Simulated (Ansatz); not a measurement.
# AgI: hydrostatic pressure series

Theory: Ansatz, DFT r2SCAN, scalar-relativistic, plane waves, PAW. Run with 500 eV cutoff, 6×6×4 k-mesh, Gaussian smearing of 0.02 eV, no spin polarisation.

Reference structure (relaxed):

```
Ag I
1.0
     4.65544    0.00000    0.00000
    -2.32772    4.03173    0.00000
     0.00000    0.00000    7.58717
Ag I
2 2
Cartesian
  0.0000 2.6878 0.0153
  2.3277 1.3439 3.8089
  0.0000 2.6878 2.8671
  2.3277 1.3439 6.6606
```

Cell and atoms are relaxed at each pressure within the symmetry of the start, at zero temperature, so transitions that lower the symmetry aren't seen. The k-mesh given is that at zero pressure and may differ at others. a, b and c are the lengths of the cell vectors above. The axial ratios are soft, so the single lengths don't run smoothly. Gaps are generalised Kohn–Sham gaps over the whole zone.

Spin-orbit coupling is left out, which matters for the bands and energies of heavy elements.

Pressures computed: -3, 3, 8, 15 GPa.

Problem. At which pressure does the cell have a = 4.904, b = 4.904 and c = 7.968 Å?

Solution. About -3 GPa, where V/V0 = 1.165 and the gap is 1.88 eV.

Cost: 5 runs of about 14 core-minutes in all, on Arm Neoverse V2 (shared hosts).